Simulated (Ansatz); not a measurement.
AlGa₃N₄: moving N off its site

AlGa₃N₄, P-43m, a = 4.468 Å. The structure is a Materials Project entry; whether it is the stable form wasn't checked. Ansatz: PBEsol, PAW, 420 eV, Γ-centred 6×6×6 mesh on 8 atoms, Gaussian smearing 0.05 eV; no spin polarisation.

```
Al Ga N
1.0
     4.46763    0.00000    0.00000
     0.00000    4.46763    0.00000
     0.00000    0.00000    4.46763
Al Ga N
1 3 4
Direct
  0.00000 0.00000 0.00000
  0.50000 0.50000 0.00000
  0.50000 0.00000 0.50000
  0.00000 0.50000 0.50000
  0.75503 0.75503 0.24497
  0.75503 0.24497 0.75503
  0.24497 0.75503 0.75503
  0.24497 0.24497 0.24497
```

Atom 5 (N) moves by x along the unit vector (0.000, 0.707, -0.707), with its periodic images; all else is held. y is the free energy of the cell over the start, F the force along the path summed over the moved atoms.

```tsv
x (Å)	y (meV)	F (eV/Å)
-0.3000	883.2	6.24
-0.2250	483.7	4.45
-0.1500	210.8	2.86
-0.0750	52.1	1.39
0.0000	0.0	0.00
0.0750	52.1	-1.39
0.1500	?	?
0.2250	484.1	-4.45
0.2625	667.2	-5.32
0.3000	883.9	-6.24
```

Q: Fit y = c2 x² + c3 x³ + c4 x⁴ to the energies of the other rows, give the force constant, and predict energy and force of the missing row.

A: Least squares on the rows shown. y = 9225.3 x² + 14.077 x³ + 6577.7 x⁴. The force constant is 2 c2 = 18.5 eV/Å² (for all images moving together, not for a lone atom). The force −dy/dx at the missing row is -2.86 eV/Å (computed -2.86). At x = 0.1500 the fit asked for gives 210.9 meV. The run gave 210.9 meV, the same to the digits shown.

The nitrogen sits in a steep, nearly symmetric single well that stiffens slightly at larger displacement. Positive x pushes it towards its Al neighbour and away from one Ga, while the other two Ga–N bonds change little in length to first order; negative x swaps the roles of Al and that Ga. In a zinc-blende binary nitride a twofold rotation would make the two directions equivalent and remove every odd term. Here only the difference between Al and Ga breaks that equivalence, so the small cubic term suggests that the Al–N and Ga–N bonds respond much alike along this path. The positive quartic term probably reflects short-range repulsion in the compressed bond, which rises faster than the stretched bond opposite softens. The recovered row supports the polynomial as an interpolation within the sampled range. The curvature isn't a phonon frequency, which would also require the coupling to the cations and the other nitrogens.
